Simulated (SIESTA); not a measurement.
Crystal: GaP.

```xyz
2
Lattice="0.0000 2.7252 2.7252 2.7252 0.0000 2.7252 2.7252 2.7252 0.0000" Properties=species:S:1:pos:R:3 pbc="T T T"
Ga    0.0000    0.0000    0.0000
P     4.0879    4.0879    4.0879
```

Base run:

```yaml
Program: SIESTA 5.4.2
Functional: PBE
Potentials_or_basis: PseudoDojo 0.4 standard (PBE files)
Basis: DZP (energy shift 0.003 Ry; two zetas on semicore shells)
Grid_cutoff: 800 Ry
Energy_shift: 0.003 Ry
k_mesh: 8 × 8 × 8
Occupations: fermi-dirac, width 0.05 eV
Spin: no spin polarisation
```

Its results: band gap on the k mesh 1.64 eV, indirect (least direct gap 2.05 eV); pressure 3.1 GPa.

Task: The run is repeated on the same cell with these changes: functional from PBE to vdW-DF-cx. What comes out?

Result: Band gap on the k mesh 1.58 eV, indirect (least direct gap 1.96 eV); pressure 1.5 GPa.

Caveats: the basis of atomic orbitals isn't converged, which shifts pressures, moduli and gaps; the basis holds too few empty states to meet the f-sum rule, so the spectrum is short of weight at high energy (some runs); the potentials were made for another functional, which shifts forces and pressure (some runs).

A k mesh can miss the band edges.

Not every run made on this cell is shown here.
